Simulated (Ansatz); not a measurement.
CsI (CsCl type, Pm-3m), a = b = c = 4.5071 Å, α = β = γ = 90.00°.

Relaxed with PBEsol. Independent-particle spectrum: no excitons, no local fields, no scissors shift; 0.1 eV broadening; ε₁ of the summed bands alone.

Problem. Tabulate the dielectric function from plane-wave PAW PBEsol (Ansatz code).

Solution. 

```csv
E (eV),ε₁ xx,ε₂ xx
0.0,3.85,0.00
0.3,3.86,0.00
0.6,3.88,0.00
0.9,3.91,0.00
1.2,3.95,0.00
1.5,4.00,0.00
1.8,4.07,0.00
2.1,4.16,0.00
2.4,4.28,0.00
2.7,4.42,0.00
3.0,4.61,0.00
3.3,4.86,0.00
3.6,5.22,0.00
3.9,5.87,0.06
4.2,6.57,0.82
4.5,6.71,1.40
4.8,7.43,1.87
5.1,8.18,3.67
5.4,7.88,6.55
5.7,4.31,7.20
6.0,2.86,7.24
6.3,1.83,5.72
6.6,0.84,5.60
6.9,2.44,3.42
7.2,1.71,5.93
7.5,-0.88,6.95
7.8,-1.93,3.88
8.1,-1.22,2.40
8.4,-0.63,1.84
8.7,-0.24,1.43
9.0,0.27,1.24
9.3,0.74,1.18
9.6,1.02,1.31
9.9,1.12,1.33
10.2,1.41,1.33
10.5,1.70,1.58
10.8,1.61,1.74
11.1,2.00,2.18
11.4,1.73,2.47
11.7,1.61,2.81
12.0,0.62,3.37
```

Problem. From ε at 4.5 eV (xx: 6.71 + 1.40i), find n, k, the normal reflectivity and the absorption coefficient.

Solution. n = 2.60, k = 0.269, R = 20 %, α = 2kE/ħc = 120000 cm⁻¹.

With all bands, ε∞ without local fields is 3.92. DFPT, with local fields, gives 3.50.

Symmetry was held in the PBEsol relaxation; of distortions, only those at the zone centre were tested. Scalar-relativistic: spin–orbit coupling is off unless named, which matters more the heavier the elements.

Potentials: the later of the program's two PAW sets.
